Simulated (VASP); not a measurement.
# TaS2 (P-3m1) in VASP: notebook, part 2 of 2

VASP 6.6.1.

## 3. Single point, PBE

The input, INCAR:

```
PREC = Accurate
ENCUT = 500
EDIFF = 1E-6
ISMEAR = 0
SIGMA = 0.02
LREAL = F
LASPH = T
NELM = 60
ALGO = Fast
ISIF = 2
LWAVE = F
LCHARG = T
GGA = PE
LELF = T
LVHAR = T
NBANDS = 20
```

The input, KPOINTS:

```
regular mesh
0
Gamma
  4 4 2
```

The input, POSCAR:

```
TaS2
1.0
    3.3500000000      0.0000000000      0.0000000000
   -1.6750000000      2.9011851027      0.0000000000
    0.0000000000      0.0000000000      5.8600000000
Ta S
1 2
Direct
    0.0000000000      0.0000000000      0.0000000000
    0.6666666667      0.3333333333      0.7500000000
    0.3333333333      0.6666666667      0.2500000000
```

Potentials or basis: VASP PAW PBE potentials, release 64 (Ta_sv_GW, S_GW).

Command:

```sh
$ cat potpaw_PBE.64/Ta_sv_GW/POTCAR potpaw_PBE.64/S_GW/POTCAR > POTCAR
$ mpirun -np 1 vasp_std > vasp.out
```

OUTCAR:

```text
PREC = Accurate
   ENCUT = 500
   EDIFF = 1E-6
   ISMEAR = 0
   LREAL = F
   LASPH = T
   NELM = 60
   ISIF = 2
   GGA = PE

 ion  position               nearest neighbor table
   1  0.000  0.000  0.000-   2 2.43   3 2.43   2 2.43   3 2.43   2 2.43   3 2.43
   2  0.667  0.333  0.750-   1 2.43   1 2.43   1 2.43
   3  0.333  0.667  0.250-   1 2.43   1 2.43   1 2.43

  LATTYP: Found a hexagonal cell.
 ALAT       =     3.3500000000
 C/A-ratio  =     1.7492537313

  Lattice vectors:

 A1 = (   3.3500000000,   0.0000000000,   0.0000000000)
 A2 = (  -1.6750000000,   2.9011851027,   0.0000000000)
 A3 = (   0.0000000000,   0.0000000000,   5.8600000000)

Analysis of symmetry for initial positions (statically):
=====================================================================
 Subroutine PRICEL returns:
 Original cell was already a primitive cell.

 Routine SETGRP: Setting up the symmetry group for a
 hexagonal supercell.

 Subroutine GETGRP returns: Found 12 space group operations
 (whereof 12 operations were pure point group operations)
 out of a pool of 24 trial point group operations.

The static configuration has the point symmetry D_3d.

Analysis of symmetry for dynamics (positions and initial velocities):
=====================================================================
 Subroutine PRICEL returns:
 Original cell was already a primitive cell.

 Routine SETGRP: Setting up the symmetry group for a
 hexagonal supercell.

 Subroutine GETGRP returns: Found 12 space group operations
 (whereof 12 operations were pure point group operations)
 out of a pool of 24 trial point group operations.

The dynamic configuration has the point symmetry D_3d.

 Subroutine INISYM returns: Found 12 space group operations
 (whereof 12 operations are pure point group operations),
 and found     1 'primitive' translations

----------------------------------------------------------------------------------------

                                     Primitive cell

  volume of cell :      56.9532

  direct lattice vectors                    reciprocal lattice vectors
     3.350000000  0.000000000  0.000000000     0.298507463  0.172343364  0.000000000
    -1.675000000  2.901185103  0.000000000     0.000000000  0.344686728  0.000000000
     0.000000000  0.000000000  5.860000000     0.000000000  0.000000000  0.170648464

  length of vectors
     3.350000000  3.350000000  5.860000000     0.344686728  0.344686728  0.170648464

  position of ions in fractional coordinates (direct lattice)
     0.000000000  0.000000000  0.000000000
     0.666666667  0.333333333  0.750000000
     0.333333333  0.666666667  0.250000000

  ion indices of the primitive-cell ions
   primitive index   ion index
                 1           1
                 2           2
                 3           3

----------------------------------------------------------------------------------------

 KPOINTS: regular mesh

Automatic generation of k-mesh.
 Grid dimensions read from file:
 generate k-points for:    4    4    2

 Generating k-lattice:

  Cartesian coordinates                     Fractional coordinates (reciprocal lattice)
     0.074626866  0.043085841  0.000000000     0.250000000 -0.000000000  0.000000000
     0.000000000  0.086171682  0.000000000     0.000000000  0.250000000  0.000000000
     0.000000000  0.000000000  0.085324232     0.000000000  0.000000000  0.500000000

  Length of vectors
     0.086171682  0.086171682  0.085324232

  Shift w.r.t. Gamma in fractional coordinates (k-lattice)
     0.000000000  0.000000000  0.000000000

 Subroutine IBZKPT returns following result:
 ===========================================

 Found      8 irreducible k-points:

 Following reciprocal coordinates:
            Coordinates               Weight
  0.000000  0.000000  0.000000      1.000000
  0.250000  0.000000  0.000000      6.000000
  0.500000  0.000000  0.000000      3.000000
  0.250000  0.250000  0.000000      6.000000
  0.000000  0.000000  0.500000      1.000000
  0.250000  0.000000  0.500000      6.000000
  0.500000  0.000000  0.500000      3.000000
  0.250000  0.250000  0.500000      6.000000
   k-points           NKPTS =      8   k-points in BZ     NKDIM =      8   number of bands    NBANDS=     20
   number of dos      NEDOS =    301   number of ions     NIONS =      3
   total plane-waves  NPLWV =  27648
   dimension x,y,z NGX =    24 NGY =   24 NGZ =   48
   dimension x,y,z NGXF=    48 NGYF=   48 NGZF=   96
   ions per type =               1   2
   NGX,Y,Z   is equivalent  to a cutoff of  11.91, 11.91, 13.62 a.u.
   NGXF,Y,Z  is equivalent  to a cutoff of  23.82, 23.82, 27.23 a.u.
 SYSTEM =  unknown system
   PREC   = accura    normal or accurate (medium, high low for compatibility)
   ISTART =      0    job   : 0-new  1-cont  2-samecut
   ICHARG =      2    charge: 1-file 2-atom 10-const
   ISPIN  =      1    spin polarized calculation?
   LNONCOLLINEAR =      F non collinear calculations
   LSORBIT =      F    spin-orbit coupling
   LASPH  =      T    aspherical Exc in radial PAW
   ENCUT  =  500.0 eV  36.75 Ry    6.06 a.u.   6.11  6.11 10.68*2*pi/ulx,y,z
   NELM   =     60;   NELMIN=  2; NELMDL= -5     # of ELM steps
   EDIFF  = 0.1E-05   stopping-criterion for ELM
   LREAL  =      F    real-space projection
   EDIFFG = 0.1E-04   stopping-criterion for IOM
   NSW    =      0    number of steps for IOM
   IBRION =     -1    ionic relax: 0-MD 1-quasi-New 2-CG
   NFREE  =      0    steps in history (QN), initial steepest desc. (CG)
   ISIF   =      2    stress and relaxation
   ISYM   =      2    0-nonsym 1-usesym 2-fastsym
   POTIM  = 0.5000    time-step for ionic-motion
   TEBEG  =    0.0;   TEEND  =   0.0 temperature during run
   PSTRESS=    0.0 pullay stress
   NELECT =      25.0000    total number of electrons
   NUPDOWN=      -1.0000    fix difference up-down
   EMIN   =  10.00;   EMAX   =-10.00  energy-range for DOS
   EFERMI =   0.00;   METHOD = LEGACY
   ISMEAR =     0;   SIGMA  =   0.02  broadening in eV -4-tet -1-fermi 0-gaus
   EFERMI_NEDOS =   21; number of points for ismear=-14 and -15
   IALGO  =     68    algorithm
   IMIX   =      4    mixing-type and parameters
     AMIX     =   0.40;   BMIX     =  1.00
     AMIX_MAG =   1.60;   BMIX_MAG =  1.00
  volume/ion in A,a.u.               =      18.98       128.11
  Fermi-wavevector in a.u.,A,eV,Ry     =   1.244177  2.351154 21.061502  1.547977
  Thomas-Fermi vector in A             =   2.378455
   LORBIT       =      0    0 simple, 1 ext, 2 COOP (PROOUT), +10 PAW based schemes
   GGA     = PE    functional components
   LHFCALC =     F    Hartree Fock is set to
   AEXX    =    0.0000 exact exchange contribution
   IVDW    =     0    specifies the selected vdW correction
   LEPSILON=     F    determine dielectric tensor
   LRPA    =     F    only Hartree local field effects (RPA)
 non-spin polarized calculation
 RMM-DIIS sequential band-by-band and
 Gauss-broadening in eV      SIGMA  =   0.02
  energy-cutoff  :      500.00
  volume of cell :       56.95
 maximum number of plane-waves:      1460
   NGX = 13   NGY = 13   NGZ = 21

 number of electron      24.9999996 magnetization

 Free energy of the ion-electron system (eV)
  ---------------------------------------------------
  ext. energy  EPLUGINS =         0.00000000
  ---------------------------------------------------
  free energy    TOTEN  =       -25.51620981 eV

  energy without entropy =      -25.51356317  energy(sigma->0) =      -25.51488649

 E-fermi :   6.8488     XC(G=0): -10.6649

 val. band max:        6.8357892887   @ k =   0.2500   0.0000   0.0000
 cond. band min:       7.2409759780   @ k =   0.0000   0.0000   0.5000
 fundamental gap:      0.4051866893
 Fermi energy:         6.8487685473

 k-point     1 :       0.0000    0.0000    0.0000
  band No.  band energies     occupation
      1     -61.6266      2.00000
      2     -28.0577      2.00000
      3     -28.0313      2.00000
      4     -28.0313      2.00000
      5      -7.8708      2.00000
      6      -5.7750      2.00000
[... 12 lines left out ...]
     19      12.8585      0.00000
     20      16.1857      0.00000
[... 139 lines left out ...]
 k-point     8 :       0.2500    0.2500    0.5000
  band No.  band energies     occupation
      1     -61.6136      2.00000
      2     -28.2754      2.00000
      3     -28.1600      2.00000
      4     -27.9986      2.00000
      5      -5.9415      2.00000
      6      -5.7558      2.00000
[... 12 lines left out ...]
     19      15.3065      0.00000
     20      15.7903      0.00000

------------------------ aborting loop because EDIFF is reached ----------------------------------------

  FORCE on cell =-STRESS in cart. coord.  units (eV):
  Direction    XX          YY          ZZ          XY          YZ          ZX
  --------------------------------------------------------------------------------------
  -------------------------------------------------------------------------------------
  Total        2.8564180      2.8564180      4.3999259      0.0000000      0.0000000      0.0000000
  in kB       80.3552924     80.3552924    123.7764683      0.0000000      0.0000000      0.0000000
  external PRESSURE =      94.8290177 kB  Pullay stress =       0.0000000 kB

 VOLUME and BASIS-vectors are now :
 -----------------------------------------------------------------------------
  energy-cutoff  :      500.00
  volume of cell :       56.95
      direct lattice vectors                 reciprocal lattice vectors
     3.350000000  0.000000000  0.000000000     0.298507463  0.172343364  0.000000000
    -1.675000000  2.901185103  0.000000000     0.000000000  0.344686728  0.000000000
     0.000000000  0.000000000  5.860000000     0.000000000  0.000000000  0.170648464

 POSITION                                       TOTAL-FORCE (eV/Angst)
 -----------------------------------------------------------------------------------
      0.00000      0.00000      0.00000         0.000000      0.000000      0.000000
      1.67500      0.96706      4.39500         0.000000      0.000000     -1.199424
     -0.00000      1.93412      1.46500        -0.000000      0.000000      1.199424
 -----------------------------------------------------------------------------------
    total drift:                               -0.000000      0.000000      0.000000

  FREE ENERGIE OF THE ION-ELECTRON SYSTEM (eV)
  ---------------------------------------------------
  free  energy   TOTEN  =       -25.5162098126 eV

  energy  without entropy=      -25.5135631701  energy(sigma->0) =      -25.51488649
```

OSZICAR:

```text
N       E                     dE             d eps       ncg     rms          rms(c)
DAV:   1     0.164461519188E+03    0.16446E+03   -0.12508E+04   320   0.112E+03
DAV:   2    -0.185366180873E+02   -0.18300E+03   -0.17892E+03   420   0.267E+02
DAV:   3    -0.279788193083E+02   -0.94422E+01   -0.93950E+01   432   0.637E+01
DAV:   4    -0.282098617945E+02   -0.23104E+00   -0.23093E+00   484   0.913E+00
DAV:   5    -0.282125903870E+02   -0.27286E-02   -0.27285E-02   456   0.961E-01    0.587E+01
RMM:   6    -0.256001316930E+02    0.26125E+01   -0.51294E+00   377   0.106E+01    0.513E+01
RMM:   7    -0.255864938097E+02    0.13638E-01   -0.23651E+00   391   0.735E+00    0.820E+00
RMM:   8    -0.255224421468E+02    0.64052E-01   -0.27431E-01   378   0.371E+00    0.244E+00
RMM:   9    -0.255157042420E+02    0.67379E-02   -0.51880E-02   422   0.149E+00    0.438E+00
RMM:  10    -0.255161123146E+02   -0.40807E-03   -0.60172E-03   472   0.496E-01    0.326E+00
RMM:  11    -0.255162338838E+02   -0.12157E-03   -0.11249E-03   509   0.197E-01    0.459E+00
RMM:  12    -0.255165304806E+02   -0.29660E-03   -0.27688E-03   390   0.330E-01    0.184E+00
RMM:  13    -0.255162057754E+02    0.32471E-03   -0.56250E-04   379   0.165E-01    0.182E+00
RMM:  14    -0.255162237329E+02   -0.17958E-04   -0.24465E-04   404   0.864E-02    0.107E+00
RMM:  15    -0.255162090964E+02    0.14637E-04   -0.55590E-05   393   0.502E-02    0.790E-02
RMM:  16    -0.255162100185E+02   -0.92217E-06   -0.12629E-05   410   0.197E-02    0.513E-02
RMM:  17    -0.255162098126E+02    0.20592E-06   -0.15059E-06   280   0.753E-03
   1 F= -.25516210E+02 E0= -.25514886E+02  d E =-.264664E-02
```

stdout:

```text
POSCAR found type information on POSCAR TaS
 POSCAR found :  2 types and       3 ions
 scaLAPACK will be used
 LDA part: xc-table for (Slater+PW92), standard interpolation
 POSCAR, INCAR and KPOINTS ok, starting setup
 FFT: planning ... GRIDC
 FFT: planning ... GRID_SOFT
 FFT: planning ... GRID
 WAVECAR not read
 entering main loop
```

Run time: 14 s. Hardware: 1 thread of Intel Xeon Platinum 8375C at 2.90GHz (Ice Lake), shared host; peak memory 0.16 GiB.

Results:

```
Free energy            : -25.5162 eV
Pressure               : 9.5 GPa
Largest force          : 1.199 eV/Å
Band gap on the k mesh : none (metal or under the smearing width)
```

Forces on the atoms (eV/Å):
```
Ta   0.000  0.000  0.000
S    0.000  0.000 -1.199
S    0.000  0.000  1.199
```

Caveat: the k mesh is coarse (spacing up to 0.54 Å⁻¹), so the values aren't converged; this functional lacks dispersion, which binds the layers, so the pressure and a relaxed spacing across them are unreliable; forces of over 1 eV/Å show positions far from the minimum, so gaps and moduli don't describe the material at rest.

## 4. Single point, PBE

The input, INCAR:

```
ALGO = Normal ; EDIFF = 1E-6
ENCUT = 520 ; GGA = PE
ISIF = 2 ; ISMEAR = 0
LASPH = T ; LCHARG = F
LREAL = F ; LWAVE = F
NBANDS = 18 ; NELM = 80
PREC = Accurate ; SIGMA = 0.012
```

The input, KPOINTS:

```
k-points
0
Gamma
  9 9 5
```

POSCAR is that of step 3.

Potentials or basis: VASP PAW PBE potentials, release 64 (Ta_pv, S).

Command:

```sh
$ cat potpaw_PBE.64/Ta_pv/POTCAR potpaw_PBE.64/S/POTCAR > POTCAR
$ mpirun -np 1 vasp_std > vasp.out
```

Run time: 24 s. Hardware: 1 thread of Intel Xeon 6975P-C (Granite Rapids), shared host; peak memory 0.21 GiB.

The run converged. Its results:

| Quantity | Value |
| --- | --- |
| Free energy | -23.0125 eV |
| Pressure | 9.1 GPa |
| Largest force | 1.267 eV/Å |
| Band gap on the k mesh | none (metal or under the smearing width) |

Forces on the atoms (eV/Å):
```
Ta   0.000  0.000  0.000
S    0.000  0.000 -1.267
S    0.000  0.000  1.267
```

Stress tensor (GPa, compression positive):
```
 7.42  0.00  0.00
 0.00  7.42  0.00
 0.00  0.00 12.60
```

Levels at points of the mesh, in eV from the Fermi level:
| k point | band 8 | band 9 | band 10 | band 11 | band 12 | band 13 | band 14 | band 15 |
| --- | --- | --- | --- | --- | --- | --- | --- | --- |
| (0.00, 0.00, 0.00) | -4.27 | -1.34 | -0.80 | -0.80 | 0.03 | 0.03 | 0.28 | 4.09 |

Caveat: this functional lacks dispersion, which binds the layers, so the pressure and a relaxed spacing across them are unreliable; forces of over 1 eV/Å show positions far from the minimum, so gaps and moduli don't describe the material at rest.

## 5. Single point, PBE

The input, INCAR:

```
SYSTEM = TaS2
PREC = Accurate
ENCUT = 520
EDIFF = 1E-6
ISMEAR = 0
SIGMA = 0.012
LREAL = .False.
LASPH = .True.
NELM = 80
ALGO = Fast
ISIF = 2
LWAVE = .False.
LCHARG = .True.
GGA = PE
LELF = .True.
LVHAR = .True.
```

The input, KPOINTS:

```
regular mesh
0
Gamma
  9 9 5
  0 0 0
```

POSCAR is that of step 4.

Command:

```sh
$ cat potpaw_PBE.64/Ta_pv/POTCAR potpaw_PBE.64/S/POTCAR > POTCAR
$ mpirun -np 1 vasp_std > vasp.out
```

Run time: 50 s. Hardware: 1 thread of Intel Xeon Platinum 8559C (Emerald Rapids), shared host; peak memory 0.2 GiB.

The run converged. Its results:

```
Free energy            : -23.0125 eV
Pressure               : 9.1 GPa
Largest force          : 1.266 eV/Å
Band gap on the k mesh : none (metal or under the smearing width)
```

Forces in eV/Å, atoms in the order of the input:
```
Ta   0.000  0.000  0.000
S    0.000  0.000 -1.266
S    0.000  0.000  1.266
```

Stress tensor (GPa, compression positive):
```
 7.41  0.00  0.00
 0.00  7.41  0.00
 0.00  0.00 12.58
```

Levels at points of the mesh, in eV from the Fermi level:
```csv
k point,band 8,band 9,band 10,band 11,band 12,band 13,band 14,band 15
"(0.00, 0.00, 0.00)",-4.27,-1.34,-0.80,-0.80,0.03,0.03,0.28,4.09
```

Caveat: this functional lacks dispersion, which binds the layers, so the pressure and a relaxed spacing across them are unreliable; forces of over 1 eV/Å show positions far from the minimum, so gaps and moduli don't describe the material at rest. The run has no spin-orbit coupling, so splittings on Ta are missing.

## 6. The reference run

An earlier run on the cell as given: functional PBE; potentials or basis VASP PAW PBE potentials, release 64 (Ta_pv, S); cutoff 520 eV; k mesh 9 × 9 × 5; occupations fermi-dirac, width 0.05 eV; no spin polarisation.

- Pressure: 9.2 GPa
- Largest force: 1.243 eV/Å
- Band gap on the k mesh: none (metal or under the smearing width)

## 7. Summary

```csv
potentials or basis,k mesh,cutoff (eV),smearing,mesh quality,gap on the mesh (eV),pressure (GPa),largest force (eV/Å)
"VASP PAW PBE potentials, release 64 (Ta_pv, S)",9 × 9 × 5,520,gaussian 0.023 eV,not flagged,none,9.1,1.26
"VASP PAW PBE potentials, release 64 (Ta_sv_GW, S_GW)",4 × 4 × 2,500,gaussian 0.02 eV,coarse,none,9.5,1.20
"VASP PAW PBE potentials, release 64 (Ta_pv, S)",9 × 9 × 5,520,gaussian 0.012 eV,not flagged,none,9.1,1.27
"VASP PAW PBE potentials, release 64 (Ta_pv, S)",9 × 9 × 5,520,fermi-dirac 0.05 eV,not flagged,none,9.2,1.24
```

Alike in all rows: task single point; level PBE; no spin polarisation; cell as given.

Caveats: some runs use coarse meshes; this functional lacks dispersion, which binds the layers, so the pressure and a relaxed spacing across them are unreliable; forces of over 1 eV/Å show positions far from the minimum, so gaps and moduli don't describe the material at rest.

Total energies depend on the potentials used, so only differences within one code and one set of settings carry meaning.
